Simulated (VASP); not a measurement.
Runs of VASP 6.6.1 on Zr. The typed cell holds 2 atoms: a = 3.232 Å, b = 3.232 Å, c = 5.147 Å, α = 90.00°, β = 90.00°, γ = 120.00°. 

```csv
level,potentials or basis,pressure (GPa),largest force (eV/Å)
PW91,"VASP PAW PBE potentials, release 64 (Zr_sv)",0.3,0.17
revPBE,"VASP PAW PBE potentials, release 64 (Zr_sv)",2.1,0.17
LDA,"VASP PAW LDA potentials, release 64 (Zr_sv)",-5.9,0.14
PBE,"VASP PAW PBE potentials, release 64 (Zr_sv)",(a),0.17
r2SCAN,"VASP PAW PBE potentials, release 64 (Zr_sv)",0.9,0.16
BLYP,"VASP PAW PBE potentials, release 64 (Zr_sv)",3.8,0.18
RPBE,"VASP PAW PBE potentials, release 64 (Zr_sv)",2.8,0.17
AM05,"VASP PAW PBE potentials, release 64 (Zr_sv)",(b),0.15
```

Alike in all rows: task band structure; no spin polarisation; cell atom 2 moved 0.06 Å; k mesh 9 × 9 × 5; cutoff (eV) 520; smearing fermi-dirac 0.05 eV.

Question: Estimate the missing entries.

Answer: (a) 0.5; (b) -3.0.

Caveats: the PAW data sets were made with another functional, which shifts forces and pressure a little (some runs).
